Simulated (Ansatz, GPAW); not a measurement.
This is a calculation of Ti for Ansatz 0.2.0. Atoms were shifted at random by some hundredths of an Å from the given cell, which wasn't relaxed again for these runs. This isn't the form of Ti at room conditions, which is hcp.

File input.yaml:

```yaml
crystal:
  lattice:
    - [4.5673748306, 0.0, 0.0]
    - [-2.2836874153, 3.9554626319, 0.0]
    - [0.0, 0.0, 2.82624427]
  atoms:
    - { symbol: Ti, position: [0.666995, 0.333694, 0.504355] }
    - { symbol: Ti, position: [0.339798, 0.671284, 0.480116] }
    - { symbol: Ti, position: [0.006261, 0.005337, 0.003254] }
kpoints:
  mp_grid: { grid: [7, 7, 9] }
scf:
  occupations: { method: fermi_dirac, width: 0.05 }
hamiltonian:
  xc: pbesol
  pseudopotentials: { kind: all_electron, lapw: { basis_error: 0.001 } }
output:
  forces: true
  stress: true
  eigenvalues: true
  populations: true
```

Potentials or basis: all-electron LAPW, scalar-relativistic.

Run with:

```console
$ ansatz run input.yaml --threads 2 --pin off --max-ram 8192MiB --backend cpu --events-out ev --progress --plain --runs-dir out
```

**Question.** What does the same run look like in GPAW 26.7.0 (ASE script)? Potentials or basis there: PAW data sets generated for this functional, cutoff 600 eV.

**Answer.** As run (cutoffs and basis follow the program's own potentials, and thresholds, step limits or extra output files can differ):

Contents of run.py:

```python
from ase import Atoms
from ase.dft.bandgap import bandgap
from ase.io import write
from ase.units import GPa
from gpaw import GPAW, PW, setup_paths

setup_paths.insert(0, '.')

atoms = Atoms(['Ti', 'Ti', 'Ti'],
              cell=[[4.5673748306, 0.0, 0.0],
                    [-2.2836874153, 3.9554626319, 0.0],
                    [0.0, 0.0, 2.82624427]],
              scaled_positions=[[0.666995, 0.333694, 0.504355],
                                [0.339798, 0.671284, 0.480116],
                                [0.006261, 0.005337, 0.003254]],
              pbc=True)

calc = GPAW(mode=PW(600),
            xc='PBEsol',
            kpts={'size': (7, 7, 9), 'gamma': True},
            occupations={'name': 'fermi-dirac', 'width': 0.05},
            nbands=34,
            convergence={'density': 1e-05, 'energy': 1e-05},
            maxiter=150,
            txt='gpaw.txt')
atoms.calc = calc
energy = atoms.get_potential_energy()
forces = atoms.get_forces()
stress = atoms.get_stress()
calc.write('gs.gpw')
write('result.traj', atoms)
print(f'Energy: {energy:.6f} eV')
print('Forces (eV/A):')
print(forces.round(4))
print('Stress (GPa):', (stress / GPa).round(3))
print('Fermi level:', round(calc.get_fermi_level(), 4), 'eV')
print(f'Gap: {bandgap(calc)[0]:.4f} eV, direct: {bandgap(calc, direct=True)[0]:.4f} eV')
```

Potentials or basis: PAW data sets generated in the run's folder for this functional, pw.

Run with:

```console
$ gpaw-setup -f PBEsol Ti
$ OMP_NUM_THREADS=1 python run.py
```

Both were run:

|  | Ansatz | GPAW |
| --- | --- | --- |
| Pressure | -3.7 GPa | -4.1 GPa |
| Largest force | 0.202 eV/Å | 0.202 eV/Å |

Where Ansatz's input types no cutoff or centring, it takes its own default and a Γ-centred mesh.

Pressure is positive in compression.
